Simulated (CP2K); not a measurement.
# InAs (Fm-3m) in CP2K: equation of state

Aim: energy against volume of InAs in PBE, for its equilibrium volume and stiffness.

All numbers are computed with CP2K 2026.2; they aren't measurements. Logs are shortened: lines on timing, memory, paths and dates and some standing lists are left out, and cuts for length are marked.

## Step 1: The structure

The structure is cubic, space group Fm-3m (No. 225). Conventional cell: a = 5.755 Å, b = 5.755 Å, c = 5.755 Å, α = 90.00°, β = 90.00°, γ = 90.00°. In (site symmetry m-3m) is surrounded by 6 As at 2.88 Å. As (site symmetry m-3m) is surrounded by 6 In at 2.88 Å.

Measurements of this composition are mostly on another form, of space group No. 216.

## Step 2: Single point, PBE, 23.82 Å³/atom

inas_eos.inp reads:

```
&GLOBAL
  PROJECT inas_eos
  RUN_TYPE ENERGY_FORCE
  PRINT_LEVEL LOW
&END GLOBAL
&FORCE_EVAL
  METHOD QS
  STRESS_TENSOR ANALYTICAL
  &DFT
    BASIS_SET_FILE_NAME BASIS_MOLOPT_UZH
    POTENTIAL_FILE_NAME POTENTIAL_UZH
    &MGRID
      CUTOFF 450
      REL_CUTOFF 60
      NGRIDS 5
    &END MGRID
    &QS
      METHOD GPW
      EPS_DEFAULT 1.0E-10
    &END QS
    &KPOINTS
      SCHEME MONKHORST-PACK 8 8 8
      GAMMA_CENTERED T
      SYMMETRY T
      SYMMETRY_BACKEND SPGLIB
    &END KPOINTS
    &SCF
      SCF_GUESS ATOMIC
      EPS_SCF 1.0E-6
      MAX_SCF 100
      ADDED_MOS 10
      CHOLESKY OFF
      EPS_EIGVAL 1.0E-7
      &DIAGONALIZATION ON
        ALGORITHM STANDARD
      &END DIAGONALIZATION
      &MIXING ON
        METHOD BROYDEN_MIXING
        ALPHA 0.4
        BETA 1.5
        NBUFFER 8
      &END MIXING
      &SMEAR ON
        METHOD FERMI_DIRAC
        ELECTRONIC_TEMPERATURE [K] 580.226
      &END SMEAR
    &END SCF
    &XC
      &XC_FUNCTIONAL PBE
      &END XC_FUNCTIONAL
    &END XC
    &PRINT
      &KPOINTS ON
      &END KPOINTS
      &MULLIKEN ON
      &END MULLIKEN
      &MO ON
        ENERGIES T
        OCCUPATION_NUMBERS T
        &EACH
          QS_SCF 0
        &END EACH
        ADD_LAST NUMERIC
      &END MO
    &END PRINT
  &END DFT
  &SUBSYS
    &CELL
      ABC 4.0691223399 4.0691223398 4.0691223399
      ALPHA_BETA_GAMMA 60.0000000009 60.0000000005 60.0000000002
      PERIODIC XYZ
    &END CELL
    &COORD
      In  4.0691223398 2.3493088783 1.6612122389
      As  0.0000000000 0.0000000000 0.0000000000
    &END COORD
    &KIND In
      BASIS_SET TZVP-MOLOPT-PBE-GTH-q13
      POTENTIAL GTH-PBE-q13
    &END KIND
    &KIND As
      BASIS_SET TZVP-MOLOPT-PBE-GTH-q5
      POTENTIAL GTH-PBE-q5
    &END KIND
    &PRINT
      &ATOMIC_COORDINATES ON
      &END ATOMIC_COORDINATES
      &CELL ON
      &END CELL
    &END PRINT
  &END SUBSYS
  &PRINT
    &FORCES ON
    &END FORCES
    &STRESS_TENSOR ON
    &END STRESS_TENSOR
  &END PRINT
&END FORCE_EVAL
```

Potentials or basis: POTENTIAL_UZH In GTH-PBE-q13, As GTH-PBE-q5; TZVP-MOLOPT-PBE-GTH basis.

Started as:

```bash
$ OMP_NUM_THREADS=1 cp2k.psmp -i inas_eos.inp -o inas_eos.out
```

inas_eos.out:

```text

 CP2K| version string:                                       CP2K version 2026.2
 CP2K| Input file name                                              inas_eos.inp

 GLOBAL| Force Environment number                                              1
 GLOBAL| Basis set file name                                    BASIS_MOLOPT_UZH
 GLOBAL| Potential file name                                       POTENTIAL_UZH
 GLOBAL| MM Potential file name                                     MM_POTENTIAL
 GLOBAL| Coordinate file name                                      __STD_INPUT__
 GLOBAL| Method name                                                        CP2K
 GLOBAL| Project name                                                   inas_eos
 GLOBAL| Run type                                                   ENERGY_FORCE
 GLOBAL| FFT library                                                       FFTW3
[... 8 lines left out ...]
 GLOBAL| CPU model name                                                  UNKNOWN

 CELL| Volume [angstrom^3]:                                            47.641699
 CELL| Vector a [angstrom]:       4.069     0.000     0.000   |a| =     4.069122
 CELL| Vector b [angstrom]:       2.035     3.524     0.000   |b| =     4.069122
 CELL| Vector c [angstrom]:       2.035     1.175     3.322   |c| =     4.069122
 CELL| Angle (b,c), alpha [degree]:                                    60.000000
 CELL| Angle (a,c), beta  [degree]:                                    60.000000
 CELL| Angle (a,b), gamma [degree]:                                    60.000000
 CELL| Numerically orthorhombic:                                              NO
 CELL| Periodicity                                                           XYZ

 CELL_REF| Volume [angstrom^3]:                                        47.641699
 CELL_REF| Vector a [angstrom     4.069     0.000     0.000   |a| =     4.069122
 CELL_REF| Vector b [angstrom     2.035     3.524     0.000   |b| =     4.069122
 CELL_REF| Vector c [angstrom     2.035     1.175     3.322   |c| =     4.069122
 CELL_REF| Angle (b,c), alpha [degree]:                                60.000000
 CELL_REF| Angle (a,c), beta  [degree]:                                60.000000
 CELL_REF| Angle (a,b), gamma [degree]:                                60.000000
 CELL_REF| Numerically orthorhombic:                                          NO
 CELL_REF| Periodicity                                                       XYZ
[... 10 lines left out ...]

  Total number of            - Atomic kinds:                                   2
                             - Atoms:                                          2
                             - Shell sets:                                     2
                             - Shells:                                        17
                             - Primitive Cartesian functions:                 10
                             - Cartesian basis functions:                     58
                             - Spherical basis functions:                     51

  Maximum angular momentum of- Orbital basis functions:                        3
                             - Local part of the GTH pseudopotential:          0
                             - Non-local part of the GTH pseudopotential:      4

 MODULE QUICKSTEP: ATOMIC COORDINATES IN ANGSTROM

   Atom Kind Element         X             Y             Z       Z(eff)     Mass
[... 87 lines left out ...]
     4 Broy./Diag. 0.40E+00    3.1     0.02198862       -62.6699119399  4.79E-02
     5 Broy./Diag. 0.40E+00    3.1     0.00478964       -62.6468827274  2.30E-02
     6 Broy./Diag. 0.40E+00    3.1     0.00132538       -62.6374800331  9.40E-03
     7 Broy./Diag. 0.40E+00    3.1     0.00088925       -62.6367584245  7.22E-04
     8 Broy./Diag. 0.40E+00    3.1     0.00030834       -62.6358571690  9.01E-04
     9 Broy./Diag. 0.40E+00    3.2     0.00012323       -62.6354762644  3.81E-04
    10 Broy./Diag. 0.40E+00    3.1     0.00004467       -62.6356238023 -1.48E-04
    11 Broy./Diag. 0.40E+00    3.1     0.00000755       -62.6356610969 -3.73E-05
    12 Broy./Diag. 0.40E+00    3.1     0.00000583       -62.6356572634  3.83E-06
    13 Broy./Diag. 0.40E+00    3.1     0.00000026       -62.6356542302  3.03E-06

  *** SCF run converged in    13 steps ***

  Electronic density on regular grids:        -17.9999999977        0.0000000023
  Core density on regular grids:               17.9999999975       -0.0000000025
  Total charge density on r-space grids:       -0.0000000002
  Total charge density g-space grids:          -0.0000000002

  Overlap energy of the core charge distribution:               0.00000000001785
  Self energy of the core charge distribution:               -103.50942136637683
  Core Hamiltonian energy:                                     31.19998925704401
  Hartree energy:                                              18.69615960035576
  Exchange-correlation energy:                                 -9.02197577854004
  Electronic entropic energy:                                  -0.00040594273901
  Fermi energy:                                                 0.21620586223470

  Total energy:                                               -62.63565423023991
  Total energy (extrapolated to T->0):                        -62.63545125887040

 MO| EIGENVALUES AND OCCUPATION NUMBERS FOR K POINT 1
 MO|
 MO|  Index      Eigenvalue [a.u.]        Eigenvalue [eV]             Occupation
 MO|      1              -0.313548              -8.532081               2.000000
 MO|      2              -0.313548              -8.532081               2.000000
 MO|      3              -0.311303              -8.470986               2.000000
 MO|      4              -0.309451              -8.420577               2.000000
 MO|      5              -0.309450              -8.420576               2.000000
 MO|      6              -0.182076              -4.954549               2.000000
[... 341 lines left out ...]
 MO|     18               0.763978              20.788903               0.000000
 MO|     19               0.865205              23.543433               0.000000
 MO| Sum:                                                              18.000000
 MO| E(Fermi):            0.216206 a.u.          5.883261 eV

 [... the levels of further k-points ...]

 !-----------------------------------------------------------------------------!
                     Mulliken Population Analysis

 #  Atom  Element  Kind  Atomic population                           Net charge
       1     In       1         13.016903                             -0.016903
       2     As       2          4.983097                              0.016903
 # Total charge                             18.000000                  0.000000

 !-----------------------------------------------------------------------------!

 ENERGY| Total FORCE_EVAL ( QS ) energy [hartree]            -62.635653886419007

 FORCES| Atomic forces [hartree/bohr]
 FORCES|   Atom     x               y               z               |f|
 FORCES|      1  1.83915418E-12 -1.45194726E-12  2.26568177E-12   3.25944057E-12
 FORCES|      2 -1.85267515E-12  1.49173874E-12 -2.31038587E-12   3.31595726E-12
 FORCES| Sum    -1.35209749E-14  3.97914796E-14 -4.47040932E-14
 FORCES| Total atomic force                                       6.13566179E-14

 STRESS| Analytical stress tensor [bar]
 STRESS|                        x                   y                   z
 STRESS|      x        3.91012367651E+03  -3.63079790418E-01  -2.35528417221E-01
 STRESS|      y       -3.63079790418E-01   3.91113732452E+03   2.14321428345E-01
 STRESS|      z       -2.35528417221E-01   2.14321428345E-01   3.91086066349E+03
 STRESS| 1/3 Trace                                             3.91070722151E+03
 STRESS| Determinant                                           5.98089111008E+10

 STRESS| Eigenvectors and eigenvalues of the analytical stress tensor [bar]
 STRESS|                        1                   2                   3
 STRESS| Eigenvalues   3.90997649951E+03   3.91074502004E+03   3.91140014497E+03
 STRESS|      x           0.946626693092     -0.033535627615     -0.320582696985
 STRESS|      y           0.261216553620     -0.502888921128      0.823934854902
 STRESS|      z           0.188848659092      0.863700234275      0.467288015331
```

Wall time 50 s (1 thread of Arm Neoverse V2, shared host); peak memory 0.33 GiB.

What came out:

```yaml
Free_energy: -1704.4028 eV
Pressure: 0.4 GPa
Band_gap_on_the_k_mesh: none (metal or under the smearing width)
Mulliken_charges: In -0.02; As +0.02 e
```

Caveat: Mulliken charges move with the basis; the basis of atomic orbitals isn't converged, which shifts pressures, moduli and gaps.

(Continued in part 2 of 2.)
